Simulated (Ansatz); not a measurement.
Level of theory: DFT PBE, scalar-relativistic, plane waves, PAW in Ansatz. All cells share a 420 eV cutoff and Γ-centred k meshes spaced at most about 0.3 Å⁻¹ (about 0.25 or finer for metals, 2π included). Collinear spin in cells that started with moments and kept them past the coarse steps, no spin elsewhere.

Temperature and zero-point effects are left out.

Two relaxed structures of AlFe:

A. (site moments Fe 0.7 μB)

```yaml
crystal:
  lattice:
    - [2.87458, 0.00000, 0.00000]
    - [0.00000, 2.87458, 0.00000]
    - [0.00000, 0.00000, 2.87458]
  atoms:
    - { symbol: Al, position: [0.00000, 0.00000, 0.00000] }
    - { symbol: Fe, position: [0.50000, 0.50000, 0.50000] }
```

B. (site moments Fe 2.1 (×2) μB)

```yaml
crystal:
  lattice:
    - [1.29775, -4.06641, 0.00000]
    - [1.29775, 4.06641, 0.00000]
    - [0.00000, 0.00000, 5.11944]
  atoms:
    - { symbol: Al, position: [0.50000, 0.50000, 0.75000] }
    - { symbol: Al, position: [0.50000, 0.50000, 0.25000] }
    - { symbol: Fe, position: [0.00000, 0.50000, 0.50000] }
    - { symbol: Fe, position: [0.50000, 0.00000, 0.00000] }
```

**Question.** Which form is favoured at zero pressure, and by what margin per atom?

**Answer.** A is lower, by 0.35 eV/atom. A has the caesium chloride type, space group Pm-3m (No. 221), 11.9 Å³/atom and no gap on its mesh; B has space group Cccm (No. 66), 13.5 Å³/atom and no gap. Counting all near atoms (those within 1.25 times the shortest distance at each site; a plus sign parts nearer from farther groups), A has Al 8+6, Fe 8+6 and B has Al 8+4, Fe 6+8. The denser one is the lower, and pressure would at first widen the difference. In A, Al has 8 Fe at 2.49 Å and 6 Al at 2.87 Å; Fe has 8 Al at 2.49 Å and 6 Fe at 2.87 Å. In B, Al has 4 Fe at 2.49 Å, 4 Al at 2.56–2.60 Å and 4 Fe at 3.09 Å; Fe is surrounded by 4 Al at 2.49 Å, 2 Fe at 2.60 Å, 4 Fe at 2.87 Å and 4 Al at 3.09 Å. Origin: A is a cell as deposited in COD, relaxed; B was invented.

Another magnetic order may lie lower. Cells relaxed within their symmetry can be saddle points.
